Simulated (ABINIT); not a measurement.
The system is BN.

```
CELL_PARAMETERS angstrom
0.00000 1.81300 1.81300
1.81300 0.00000 1.81300
1.81300 1.81300 0.00000
ATOMIC_POSITIONS crystal
N 0.25000 0.25000 0.25000
B 0.00000 0.00000 0.00000
```

The cell is a database's computed one.

Base run:

| Property | Result |
| --- | --- |
| Program | ABINIT 10.8.3 (patched build) |
| Functional | PBE |
| Potentials or basis | JTH PAW PBE v2.0 |
| Cutoff | 707 eV |
| k mesh | 10 × 10 × 10 |
| Occupations | fermi-dirac, width 0.05 eV |
| Spin | no spin polarisation |

Its results: band gap on the k mesh 4.44 eV, indirect (least direct gap 8.76 eV); pressure -0.4 GPa.

Problem. The run is repeated on the same cell with these changes: potentials or basis from JTH PAW PBE v2.0 to PseudoDojo NC SR PBE v0.5 standard; cutoff from 707 eV to 1143 eV; k mesh from 10 × 10 × 10 to 13 × 13 × 13. What comes out?

Solution. Band gap on the k mesh 4.60 eV, indirect (least direct gap 8.83 eV); pressure -0.7 GPa.

A k mesh can miss the band edges.
